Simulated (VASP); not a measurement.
# KI (Fm-3m) in VASP: a series of runs

Aim: see how the results for KI move with the level of theory and the settings. Levels: RPBE+D3(BJ), LDA, PBE. Tasks: single point.

All numbers are computed with VASP 6.6.1; they aren't measurements. Logs are shortened: lines on timing, memory, paths and dates and some standing lists are left out, and cuts for length are marked.

**Experimental background.**

From a printed reference work, monograph, for a bulk crystal of KI: band gap 6.32 eV.

The results are compared with them further down.

## Step 1: The cell of the first run

Symmetry: Fm-3m, No. 225, cubic system. The conventional cell has a = 6.319 Å, b = 6.319 Å, c = 6.319 Å, α = 90.00°, β = 90.00°, γ = 90.00°. Within 4.2 Å of I (site symmetry m-3m) lie 6 K at 3.16 Å. K (site symmetry m-3m) has 6 I at 3.16 Å within 4.2 Å.

## Step 2: Single point, RPBE+D3(BJ)

The input, INCAR:

```
ALGO = Normal
EDIFF = 1E-7
ENCUT = 520
GGA = RP
ISIF = 2
ISMEAR = -1
IVDW = 12
LASPH = True
LCHARG = True
LELF = True
LREAL = False
LVHAR = True
LWAVE = False
NBANDS = 15
NELM = 80
PREC = Accurate
SIGMA = 0.05
```

The input, KPOINTS:

```
k-points
0
Gamma
  7 7 7
```

The input, POSCAR:

```
KI
1.0
    0.0000000000      3.1595236658      3.1595236658
    3.1595236658      0.0000000000      3.1595236658
    3.1595236658      3.1595236658      0.0000000000
I K
1 1
Direct
    0.5000000000      0.5000000000      0.5000000000
    0.0000000000      0.0000000000      0.0000000000
```

Potentials or basis: VASP PAW PBE potentials, release 64 (I, K_sv).

The run is started by

```
cat potpaw_PBE.64/I/POTCAR potpaw_PBE.64/K_sv/POTCAR > POTCAR
mpirun -np 1 vasp_std > vasp.out
```

OUTCAR:

```text
EDIFF = 1E-7
   ENCUT = 520
   GGA = RP
   ISIF = 2
   ISMEAR = -1
   IVDW = 12
   LASPH = True
   LREAL = False
   NELM = 80
   PREC = Accurate
 IVDW          = 12

 ion  position               nearest neighbor table
   1  0.500  0.500  0.500-   2 3.16   2 3.16   2 3.16   2 3.16   2 3.16   2 3.16
   2  0.000  0.000  0.000-   1 3.16   1 3.16   1 3.16   1 3.16   1 3.16   1 3.16

  LATTYP: Found a face centered cubic cell.
 ALAT       =     6.3190473316

  Lattice vectors:

 A1 = (   0.0000000000,   3.1595236658,   3.1595236658)
 A2 = (   3.1595236658,   0.0000000000,   3.1595236658)
 A3 = (   3.1595236658,   3.1595236658,   0.0000000000)

Analysis of symmetry for initial positions (statically):
=====================================================================
 Subroutine PRICEL returns:
 Original cell was already a primitive cell.

 Routine SETGRP: Setting up the symmetry group for a
 face centered cubic supercell.

 Subroutine GETGRP returns: Found 48 space group operations
 (whereof 48 operations were pure point group operations)
 out of a pool of 48 trial point group operations.

The static configuration has the point symmetry O_h .

Analysis of symmetry for dynamics (positions and initial velocities):
=====================================================================
 Subroutine PRICEL returns:
 Original cell was already a primitive cell.

 Routine SETGRP: Setting up the symmetry group for a
 face centered cubic supercell.

 Subroutine GETGRP returns: Found 48 space group operations
 (whereof 48 operations were pure point group operations)
 out of a pool of 48 trial point group operations.

The dynamic configuration has the point symmetry O_h .

 Subroutine INISYM returns: Found 48 space group operations
 (whereof 48 operations are pure point group operations),
 and found     1 'primitive' translations

----------------------------------------------------------------------------------------

                                     Primitive cell

  volume of cell :      63.0805

  direct lattice vectors                    reciprocal lattice vectors
     0.000000000  3.159523666  3.159523666    -0.158251703  0.158251703  0.158251703
     3.159523666  0.000000000  3.159523666     0.158251703 -0.158251703  0.158251703
     3.159523666  3.159523666  0.000000000     0.158251703  0.158251703 -0.158251703

  length of vectors
     4.468241219  4.468241219  4.468241219     0.274099990  0.274099990  0.274099990

  position of ions in fractional coordinates (direct lattice)
     0.500000000  0.500000000  0.500000000
[... 83 lines left out ...]
   PSTRESS=    0.0 pullay stress
   NELECT =      16.0000    total number of electrons
   NUPDOWN=      -1.0000    fix difference up-down
   EMIN   =  10.00;   EMAX   =-10.00  energy-range for DOS
   EFERMI =   0.00;   METHOD = LEGACY
   ISMEAR =    -1;   SIGMA  =   0.05  broadening in eV -4-tet -1-fermi 0-gaus
   EFERMI_NEDOS =   21; number of points for ismear=-14 and -15
   IALGO  =     38    algorithm
   IMIX   =      4    mixing-type and parameters
     AMIX     =   0.40;   BMIX     =  1.00
     AMIX_MAG =   1.60;   BMIX_MAG =  1.00
  volume/ion in A,a.u.               =      31.54       212.84
  Fermi-wavevector in a.u.,A,eV,Ry     =   1.036295  1.958313 14.611384  1.073906
  Thomas-Fermi vector in A             =   2.170678
   LORBIT       =      0    0 simple, 1 ext, 2 COOP (PROOUT), +10 PAW based schemes
   GGA     = RP    functional components
   LHFCALC =     F    Hartree Fock is set to
   AEXX    =    0.0000 exact exchange contribution
   IVDW    =    12    specifies the selected vdW correction
   LEPSILON=     F    determine dielectric tensor
   LRPA    =     F    only Hartree local field effects (RPA)
 non-spin polarized calculation
  energy-cutoff  :      520.00
  volume of cell :       63.08
 maximum number of plane-waves:      1721
 NGX is ok and might be reduce to    36
   NGX = 17   NGY = 17   NGZ = 17

 number of electron      15.9999999 magnetization

 Free energy of the ion-electron system (eV)
  ---------------------------------------------------
  ext. energy  EPLUGINS =         0.00000000
  ---------------------------------------------------
  free energy    TOTEN  =        -4.30112899 eV

  energy without entropy =       -4.30112899  energy(sigma->0) =       -4.30112899

 E-fermi :   2.9482     XC(G=0):  -8.3310

 val. band max:        1.9037776324   @ k =   0.0000   0.0000   0.0000
 cond. band min:       6.2393084580   @ k =   0.4286   0.4286   0.0000
 fundamental gap:      4.3355308257
 Fermi energy:         2.9481696008

 k-point     1 :       0.0000    0.0000    0.0000
  band No.  band energies     occupation
      1     -26.3232      2.00000
      2      -9.8198      2.00000
      3      -9.8198      2.00000
      4      -9.8198      2.00000
      5      -9.2718      2.00000
      6       1.9038      2.00000
      7       1.9038      2.00000
      8       1.9038      2.00000
      9       7.1342      0.00000
     10       8.1582      0.00000
     11       8.1582      0.00000
     12       8.1582      0.00000
     13       9.0888      0.00000
     14       9.0888      0.00000
[... 329 lines left out ...]
      2     -10.1895      2.00000
      3      -9.9552      2.00000
      4      -9.8973      2.00000
      5      -8.5444      2.00000
      6       0.5512      2.00000
      7       0.6660      2.00000
      8       1.0345      2.00000
      9       7.9941      0.00000
     10       9.0983      0.00000
     11       9.6615      0.00000
     12      11.2645      0.00000
     13      11.8270      0.00000
     14      11.9579      0.00000
     15      13.4923      0.00000

------------------------ aborting loop because EDIFF is reached ----------------------------------------

 Edisp (eV)   -3.25780

 E8    (eV) :    -2.2550

  FORCE on cell =-STRESS in cart. coord.  units (eV):
  Direction    XX          YY          ZZ          XY          YZ          ZX
  --------------------------------------------------------------------------------------
  -------------------------------------------------------------------------------------
  Total       0.05460     0.05460     0.05460     0.00000    -0.00000     0.00000
  in kB       1.38689     1.38689     1.38689     0.00000    -0.00000     0.00000
  external pressure =        1.39 kB  Pullay stress =        0.00 kB

 VOLUME and BASIS-vectors are now :
 -----------------------------------------------------------------------------
  energy-cutoff  :      520.00
  volume of cell :       63.08
      direct lattice vectors                 reciprocal lattice vectors
     0.000000000  3.159523666  3.159523666    -0.158251703  0.158251703  0.158251703
     3.159523666  0.000000000  3.159523666     0.158251703 -0.158251703  0.158251703
     3.159523666  3.159523666  0.000000000     0.158251703  0.158251703 -0.158251703

 POSITION                                       TOTAL-FORCE (eV/Angst)
 -----------------------------------------------------------------------------------
      3.15952      3.15952      3.15952        -0.000000      0.000000      0.000000
      0.00000      0.00000      0.00000         0.000000     -0.000000     -0.000000
 -----------------------------------------------------------------------------------
    total drift:                                0.000000      0.000000      0.000000

  FREE ENERGIE OF THE ION-ELECTRON SYSTEM (eV)
  ---------------------------------------------------
  free  energy   TOTEN  =        -7.5589283649 eV

  energy  without entropy=       -7.5589283649  energy(sigma->0) =       -7.55892836
```

Run time: 17 s. Hardware: 1 thread of Intel Xeon Platinum 8559C (Emerald Rapids), shared host; peak memory 0.21 GiB.

What came out:

```yaml
Free_energy: -7.5589 eV
Pressure: 0.1 GPa
Band_gap_on_the_k_mesh: 4.34 eV (least direct gap 4.88 eV)
Dispersion_energy_per_atom: -1.629 eV
```

Levels at points of the mesh, in eV from the valence-band top:
| k point | band 4 | band 5 | band 6 | band 7 | band 8 | band 9 | band 10 | band 11 | band 12 | band 13 |
| --- | --- | --- | --- | --- | --- | --- | --- | --- | --- | --- |
| (0.00, 0.00, 0.00) | -11.72 | -11.18 | 0.00 | 0.00 | 0.00 | 5.23 | 6.25 | 6.25 | 6.25 | 7.19 |

Caveat: the dispersion term is far too large for a dense solid, which distorts pressure and volume; the PAW data sets were made with another functional, which shifts forces and pressure a little; spin-orbit coupling is left out, which moves the levels of the heavy elements; an odd mesh through Γ misses points on the zone boundary, where band edges can lie. As with any semilocal functional, this RPBE gap is likely too small.

## Step 3: Single point, LDA

This run uses another cell than the first one, of 39.71 Å³/atom.

The input, INCAR:

```
PREC     = Accurate       # precision mode
ENCUT    = 520            # plane-wave cutoff, eV
EDIFF    = 1E-6           # SCF threshold, eV
ISMEAR   = -1             # smearing method
SIGMA    = 0.05           # smearing width, eV
LREAL    = False          # projectors in reciprocal space
LASPH    = True           # aspherical terms in the spheres
NELM     = 80             # most SCF steps
ALGO     = Normal         # electronic algorithm
ISIF     = 2              # what is computed and relaxed
LWAVE    = False          # write WAVECAR
LCHARG   = True           # write CHGCAR
LELF     = True           # ELF
LVHAR    = True         
NBANDS   = 15             # bands
```

The input, KPOINTS:

```
Automatic mesh
0
Gamma
  7 7 7
```

The input, POSCAR:

```
KI
1.0
    0.0000000000      3.4115764608      3.4115764608
    3.4115764608      0.0000000000      3.4115764608
    3.4115764608      3.4115764608      0.0000000000
I K
1 1
Direct
    0.5000000000      0.5000000000      0.5000000000
    0.0000000000      0.0000000000      0.0000000000
```

Potentials or basis: VASP PAW LDA potentials, release 64 (I, K_sv).

The run is started by

```
cat potpaw_LDA.64/I/POTCAR potpaw_LDA.64/K_sv/POTCAR > POTCAR
mpirun -np 1 vasp_std > vasp.out
```

It took 12 s on 1 thread of Intel Xeon Platinum 8559C (Emerald Rapids), shared host; peak memory 0.18 GiB.

Results (log left out):

```yaml
Free_energy: -6.1662 eV
Pressure: 0.0 GPa
Band_gap_on_the_k_mesh: 3.87 eV
```

Levels at points of the mesh, in eV from the valence-band top:
| k point | band 4 | band 5 | band 6 | band 7 | band 8 | band 9 | band 10 | band 11 | band 12 | band 13 |
| --- | --- | --- | --- | --- | --- | --- | --- | --- | --- | --- |
| (0.00, 0.00, 0.00) | -11.72 | -10.75 | 0.00 | 0.00 | 0.00 | 3.87 | 6.22 | 6.22 | 6.22 | 7.05 |

Caveat: spin-orbit coupling is left out, which moves the levels of the heavy elements.

## Step 4: Single point, PBE

This run uses another cell than the first one, of 46.20 Å³/atom.

The input, INCAR:

```
PREC = Accurate
ENCUT = 520
EDIFF = 1E-6
ISMEAR = -1
SIGMA = 0.05
LREAL = False
LASPH = True
NELM = 80
ALGO = Normal
ISIF = 2
LWAVE = False
LCHARG = False
GGA = PE
NBANDS = 15
```

The input, KPOINTS:

```
regular mesh
0
Gamma
  7 7 7
```

The input, POSCAR:

```
KI
1.0
    0.0000000000      3.5881896629      3.5881896629
    3.5881896629      0.0000000000      3.5881896629
    3.5881896629      3.5881896629      0.0000000000
I K
1 1
Direct
    0.5000000000      0.5000000000      0.5000000000
    0.0000000000      0.0000000000      0.0000000000
```

Potentials or basis: VASP PAW PBE potentials, release 64 (I, K_sv).

The run is started by

```
cat potpaw_PBE.64/I/POTCAR potpaw_PBE.64/K_sv/POTCAR > POTCAR
mpirun -np 1 vasp_std > vasp.out
```

Run time: 20 s. Hardware: 1 thread of Intel Xeon Platinum 8559C (Emerald Rapids), shared host; peak memory 0.24 GiB.

The run converged. Its results:

```yaml
Free_energy: -5.5651 eV
Pressure: 0.1 GPa
Band_gap_on_the_k_mesh: 3.86 eV
```

Levels at points of the mesh, in eV from the valence-band top:
```tsv
k point	band 5	band 6	band 7	band 8	band 9	band 10	band 11	band 12
(0.00, 0.00, 0.00)	-10.44	0.00	0.00	0.00	3.86	6.51	6.51	6.51
```

Caveat: spin-orbit coupling is left out, which moves the levels of the heavy elements; an odd mesh through Γ misses points on the zone boundary, where band edges can lie.

## Step 5: Summary

| level | potentials or basis | cell | gap on the mesh (eV) | pressure (GPa) |
| --- | --- | --- | --- | --- |
| RPBE+D3(BJ) | VASP PAW PBE potentials, release 64 (I, K_sv) | a = 4.468 Å, angles 60.0°, 2 atoms | 4.34 | 0.1 |
| LDA | VASP PAW LDA potentials, release 64 (I, K_sv) | a = 4.825 Å, angles 60.0°, 2 atoms | 3.87 | 0.0 |
| PBE | VASP PAW PBE potentials, release 64 (I, K_sv) | a = 5.074 Å, angles 60.0°, 2 atoms | 3.86 | 0.1 |

Alike in all rows: task single point; no spin polarisation; k mesh 7 × 7 × 7; cutoff (eV) 520; smearing fermi-dirac 0.05 eV.

Caveats: spin-orbit coupling is left out, which moves the levels of the heavy elements; an odd mesh through Γ misses points on the zone boundary, where band edges can lie (at least some runs); the dispersion term is far too large for a dense solid, which distorts pressure and volume (at least some runs); the PAW data sets were made with another functional, which shifts forces and pressure a little (at least some runs).

Total energies depend on the potentials used, so only differences within one code and one set of settings carry meaning.

## Step 6: How close it comes

Step 3. A measured gap of KI is 6.32 eV (a printed reference work, monograph); the calculated 3.87 eV misses it by -2.45 eV. Spin-orbit coupling on I is left out. The value is that of LDA, without temperature or zero-point motion. Semilocal functionals fall short of measured gaps as a rule.

Step 4. Measured gap of KI: 6.32 eV (a printed reference work, monograph). This calculation gives 3.86 eV (-2.46 eV). Spin-orbit coupling on I is left out. The value is that of PBE on a finite k mesh, which can miss the band edges, without temperature or zero-point motion. Semilocal functionals fall short of measured gaps as a rule.
